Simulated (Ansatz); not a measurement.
# MoP, space group P-6m2: a supercell folding check

Computed with the Python package of Ansatz (0.2.0).

The cells in order, each with its output:

In [1]:
```python
import ansatz as az
from ase import Atoms
```

In [2]:
```python
atoms = Atoms(
    ['Mo', 'P'],
    scaled_positions=[
        (0.0, 0.0, 0.0),
        (1 / 3, 2 / 3, 0.5),
    ],
    cell=[
        (3.223, 0.0, 0.0),
        (-1.6115, 2.79119988, 0.0),
        (0.0, 0.0, 3.191),
    ],
    pbc=True,
)
structure = az.Crystal.from_ase(atoms)

[site.symbol for site in structure.resolved().sites]
```
Out [2]:
```text
['Mo', 'P']
```

In [3]:
```python
# the mesh shrinks as the cell grows, so that all cells sample the same points
mesh = (8, 8, 6)
rows = []
for repeats in [(1, 1, 1), (1, 1, 2)]:
    model = structure.supercell(*repeats).calculation()
    model = model.functional(az.Functional.PBE)
    model = model.basis(510).occupations(az.OccupationsMethod.FERMI_DIRAC, width=0.1)
    model = model.kpoints(*(k // n for k, n in zip(mesh, repeats)))
    rep = model.run(threads=1).report
    n = len(rep['lattice']['sites'])
    rows.append((repeats, n, rep['free_energy_ev'] / n, rep['fermi_energy_ev'], rep['n_kpoints'], rep['n_symmetry_ops']))
lines = [','.join(['repeats', 'atoms', 'F/atom eV', 'Fermi level eV', 'k-points', 'symmetry operations'])] + [','.join(f'{v:.4f}' if isinstance(v, float) else str(v) for v in row) for row in rows]
print('\n'.join(lines))
with open('fold.csv', 'w') as handle:
    handle.write('\n'.join(lines) + '\n')
```
```text
repeats,atoms,F/atom eV,Fermi level eV,k-points,symmetry operations
(1, 1, 1),2,-2856.5447,17.3581,40,12
(1, 1, 2),4,-2856.5447,17.3581,20,24
```

Absolute energies stand on the zero of these potentials, so only differences at equal settings mean something. Spin is left out of this run. The mesh is modest for a metal, so energies can be off by several to tens of meV an atom and pressures by half a GPa or more; differences at equal mesh fare better. The structure is a deposited one; some such entries were measured under pressure or heat, so a shift against it needn't be the functional's error alone. The count of operations in a supercell holds its pure translations too, and an uneven repeat can lower the point group. Wall time of the script: 2.7 s on 1 thread of Intel(R) Xeon(R) 6975P-C (Granite Rapids) (shared host), peak memory 0.4 GiB.

(Lines on the test bed's own set-up are left out of the output.)
